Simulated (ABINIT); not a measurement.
Runs of ABINIT 10.8.3 (patched build) on ZnAu. It takes space group Pm-3m (No. 221, cubic). The conventional cell has a = 3.147 Å, b = 3.147 Å, c = 3.147 Å, α = 90.00°, β = 90.00°, γ = 90.00°. Au (site symmetry m-3m) has 8 Zn at 2.73 Å as nearest neighbours. Around Zn (site symmetry m-3m) lie 8 Au at 2.73 Å. 

| task | level | potentials or basis | cell | k mesh | cutoff (eV) | smearing | cell freedom (optcell) | optimiser (ionmov) | cutoff smearing ecutsm (Ha) | force stop (Ha/bohr) | fine-grid cutoff | gap on the mesh (eV) | pressure (GPa) | relaxed volume (Å³/atom) |
| --- | --- | --- | --- | --- | --- | --- | --- | --- | --- | --- | --- | --- | --- | --- |
| single point | LDA | PseudoDojo NC SR LDA v0.4.1 standard | cell relaxed | 6 × 6 × 6 | 1088 | fermi-dirac 0.05 eV | - | - | - | - | - | none | -0.1 | - |
| relaxation of cell and atoms | PBEsol | JTH PAW PBE v2.0 | relaxed | 6 × 6 × 6 | 599 | fermi-dirac 0.05 eV | 2 | 2 | 0.5 | 2e-05 | 1197.3 eV | none | 0.0 | (a) |
| single point | PBEsol | JTH PAW PBE v2.0 | cell relaxed | 6 × 6 × 6 | 599 | fermi-dirac 0.05 eV | - | - | - | - | 1197.3 eV | none | -0.1 | - |
| optical spectrum | LDA | PseudoDojo NC SR LDA v0.4.1 standard | cell relaxed at zero pressure by an earlier run | 12 × 12 × 12, shifted | 1088 | fermi-dirac 0.1 eV | - | - | 0.5 | - | - | - | 0.1 | - |
| relaxation of cell and atoms | LDA | PseudoDojo NC SR LDA v0.4.1 standard | relaxed | 6 × 6 × 6 | 1088 | fermi-dirac 0.05 eV | 2 | 2 | 0.5 | 2e-05 | - | none | 0.0 | 14.80 |

Alike in all rows: no spin polarisation.

Task: Fill in the values left out.

Result: (a) 15.32.

Caveats: the PAW data sets were made with another functional, which shifts forces and pressure a little (some runs); the intraband (Drude) term is left out (some runs); spectra need much finer meshes, so this one isn't converged (some runs); independent-particle spectra lack excitons (some runs).

A k mesh can miss the band edges, and the runs leave out spin-orbit coupling on Au.

A gap of «none» marks a metal or a gap under the smearing width.

The runs don't all hold the same shells in valence.

Runs at the PBE level aren't shown here.
